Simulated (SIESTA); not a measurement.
**SiNi3 under changes of volume**

One of the cells (11.109 Å³/atom); the others are scaled copies at fixed shape and fractional positions:

```
CELL_PARAMETERS angstrom
3.54200 0.00000 0.00000
0.00000 3.54200 0.00000
0.00000 0.00000 3.54200
ATOMIC_POSITIONS crystal
Ni 0.50000 0.50000 0.00000
Ni 0.50000 0.00000 0.50000
Ni 0.00000 0.50000 0.50000
Si 0.00000 0.00000 0.00000
```

```yaml
Program: SIESTA 5.4.2
Functional: LDA
Potentials_or_basis: PseudoDojo 0.4 standard (LDA files)
Basis: DZP (energy shift 0.003 Ry; two zetas on semicore shells)
Grid_cutoff: 800 Ry
Energy_shift: 0.003 Ry
k_mesh: 6 × 6 × 6
Occupations: fermi-dirac, width 0.05 eV
Spin: collinear spin, ferromagnetic start
Starting_moments: "[1.0, 1.0, 1.0, 0.0] μB"
```

```tsv
volume (Å³/atom)	energy over the lowest point (meV/atom)	pressure (GPa)
10.443	0.00	-7.9
10.665	14.03	-12.2
10.887	33.91	-16.2
11.109	58.67	-19.6
11.331	?	?
11.554	121.73	-25.5
11.776	158.94	-28.1
```

Q: What does the run at 11.331 Å³/atom give?

A: Energy over the lowest point 88.16 meV/atom; pressure -22.7 GPa.

Worked out: A Birch-Murnaghan fit of order 3 (a polynomial in V^(-2/3)) to the other rows has no minimum within the range. It gives 88.09 meV/atom at 11.331 Å³/atom, against the run's 88.16, and -dE/dV = -22.7 GPa, against -22.7.

Energies are extrapolated to zero smearing.

Caveats: short orbitals over semicore shells can move pressures by several GPa; the basis of atomic orbitals isn't converged, which shifts pressures, moduli and gaps.
